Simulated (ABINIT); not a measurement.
LiF (Griceite):

```
CELL_PARAMETERS angstrom
0.00000 2.01400 2.01400
2.01400 0.00000 2.01400
2.01400 2.01400 0.00000
ATOMIC_POSITIONS crystal
F 0.50000 0.50000 0.50000
Li 0.00000 0.00000 0.00000
```

Base run:

```yaml
Program: ABINIT 10.8.3 (patched build)
Functional: r2SCAN
Potentials_or_basis: JTH PAW PBE v2.0
Cutoff: 762 eV
k_mesh: 11 × 11 × 11
Occupations: fermi-dirac, width 0.05 eV
Spin: no spin polarisation
```

Its results: band gap on the k mesh 10.05 eV, direct.

Question: After a change of settings the same cell gave: band gap on the k mesh 8.94 eV, direct. Which change was it?
A. potentials or basis from JTH PAW PBE v2.0 to Ansatz PAW PBE default generated set, frozen core; cutoff from 762 eV to 517 eV; fine-grid cutoff from 1360.57 eV to 1034.03 eV
B. potentials or basis from JTH PAW PBE v2.0 to Ansatz NC r2SCAN; cutoff from 762 eV to 1497 eV
C. functional from r2SCAN to TB-mBJ; potentials or basis from JTH PAW PBE v2.0 to JTH PAW LDA v2.0
D. functional from r2SCAN to PBEsol; potentials or basis from JTH PAW PBE v2.0 to PseudoDojo NC SR PBEsol v0.4.1 standard; cutoff from 762 eV to 1143 eV

Answer: D.

Not every run made on this cell is shown here.
